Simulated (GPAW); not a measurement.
Input of a GPAW 26.7.0 run:

run.py

```python
import json
import numpy as np
from ase.dft.bandgap import bandgap
from ase.io import read, write
from gpaw import GPAW, PW
from gpaw.response.g0w0 import G0W0

atoms = read('POSCAR')

calc = GPAW(mode=PW(650),
            xc='PBE',
            kpts={'size': (6, 6, 6), 'gamma': True},
            occupations={'name': 'fermi-dirac', 'width': 0.001},
            nbands=11,
            convergence={'density': 1e-06},
            maxiter=150,
            txt='gpaw.txt')
atoms.calc = calc
energy = atoms.get_potential_energy()
calc.write('gs.gpw')
write('result.traj', atoms)
print(f'Energy: {energy:.6f} eV')
print('Fermi level:', round(calc.get_fermi_level(), 4), 'eV')
print(f'Gap: {bandgap(calc)[0]:.4f} eV, direct: {bandgap(calc, direct=True)[0]:.4f} eV')

calc.diagonalize_full_hamiltonian(nbands=41)
calc.write('full.gpw', mode='all')

ibz = calc.get_ibz_k_points()
gap, vbm, cbm = bandgap(calc, output=None)
gap, direct, _ = bandgap(calc, direct=True, output=None)
gamma = int(np.abs(ibz).sum(1).argmin())
kpts = sorted({gamma, vbm[1], cbm[1], direct[1]})
gw = G0W0(calc='full.gpw',
          filename='gw',
          ecut=80,
          ecut_extrapolation=False,
          relbands=(-2, 2),
          kpts=kpts,
          integrate_gamma='WS',
          nbands=37,
          mpa={'npoles': 8, 'wrange': [0, 54.4], 'varpi': 27.2, 'eta0': 0.27, 'eta_rest': 2.72, 'alpha': 1})
gw.calculate()
results = {mode: {key: np.asarray(r[key]).tolist() for key in ['f', 'eps', 'vxc', 'exx', 'sigma', 'Z', 'qp', 'sigma_eskn']}
           for mode, r in gw.all_results.items()}
json.dump({'kpts': ibz[kpts].tolist(), 'results': results}, open('gw.json', 'w'))
for mode, r in results.items():
    f, qp = np.array(r['f']), np.array(r['qp'])
    print(mode, 'quasiparticle energies (eV):')
    print(qp.round(3))
    print(mode, 'gap:', round(qp[f < 0.5].min() - qp[f > 0.5].max(), 4), 'eV')
```

Contents of POSCAR:

```
GaN
1.0
    0.0000000000      2.2535006075      2.2535006075
    2.2535006075      0.0000000000      2.2535006075
    2.2535006075      2.2535006075      0.0000000000
Ga N
1 1
Direct
    0.0000000000      0.0000000000      0.0000000000
    0.2500000000      0.2500000000      0.2500000000
```

Potentials or basis: GPAW PAW data sets (gpaw-data 1.2.1), pw.

Run with:

```console
$ OMP_NUM_THREADS=1 python run.py
```

Predict the quasiparticle gap.

3.08 eV.

Estimate the least direct quasiparticle gap.

3.08 eV.

Predict the band gap on the k mesh, mean-field level.

1.82 eV, direct.

Caveat: the k mesh is coarse; the quasiparticle gap is taken among the few k points that were corrected; the long-wavelength limit can be off by a per cent or two.

**Experimental background.**

A printed reference work, textbook reports, for a bulk crystal of GaN at 0 K: band gap 3.299 eV (direct).

A measured gap of GaN is 3.299 eV (direct; 0 K; a printed reference work, textbook); the calculated 3.08 eV misses it by -0.22 eV. Spin-orbit coupling on Ga is left out. The value is that of G0W0 on PBE, without temperature or zero-point motion. The cell is a database's relaxed one, not the measured one, which moves gaps too.
